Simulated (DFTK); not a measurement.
Ti, 1 atom in the cell. The structure is cubic, space group Fm-3m (No. 225). The conventional cell has a = 4.060 Å, b = 4.060 Å, c = 4.060 Å, α = 90.00°, β = 90.00°, γ = 90.00°. Ti (site symmetry m-3m) is surrounded by 12 Ti at 2.87 Å. This isn't the form of Ti at room conditions, which is hcp.

- Program: DFTK 0.8.2
- Task: single point
- Functional: PBE
- Potentials or basis: dojo.nc.sr.pbe.v0_4_1.standard.upf (PBE)
- Cutoff: 1143 eV
- k mesh: 11 × 11 × 11
- Occupations: fermi-dirac, width 0.05 eV
- Spin: no spin polarisation
- Valence electrons: Ti 12
- SCF tolerance on the density: 1e-06

Potentials or basis: dojo.nc.sr.pbe.v0_4_1.standard.upf (PBE).

Command:

```sh
$ julia --threads=1 run.jl  # save.jl only writes the numbers to a file and isn't shown; printed stress counts tension as positive; times include loading and compiling
```

Hardware: 1 thread of Intel(R) Xeon(R) 6975P-C (Granite Rapids) (shared host).

Question: How long does it take, and how much memory?

Answer: Wall time 55 s on 1 thread of Intel(R) Xeon(R) 6975P-C (Granite Rapids) (shared host), peak memory 1.5 GiB. Counts: scf iterations 12, k points 56, plane waves 1480, bands 11.
